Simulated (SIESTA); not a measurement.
**Ta in SIESTA: the effect of basis**

Ta:

```
Ta
1.0
    -1.65128    1.65128    1.65128
     1.65128   -1.65128    1.65128
     1.65128    1.65128   -1.65128
Ta
1
Cartesian
  0.0000 0.0000 0.0000
```

Alike in all runs:

```yaml
Program: SIESTA 5.4.2
Task: band structure
Functional: PBEsol
Potentials_or_basis: PseudoDojo 0.4 standard (PBEsol files)
Grid_cutoff: 800 Ry
Energy_shift: 0.003 Ry
k_mesh: 11 × 11 × 11
Occupations: fermi-dirac, width 0.05 eV
Spin: no spin polarisation
```

| basis | pressure (GPa) |
| --- | --- |
| SZ | -22.2 |
| SZP | -3.2 |
| DZ | ? |
| DZP | -3.9 |
| TZP | -3.9 |
| TZDP | -3.4 |

Q: What does the run with basis DZ give?

A: Pressure -5.4 GPa.

Caveats: short orbitals over semicore shells can move pressures by several GPa; the basis of atomic orbitals isn't converged, which shifts pressures, moduli and gaps; the basis has no polarisation orbitals (some runs).
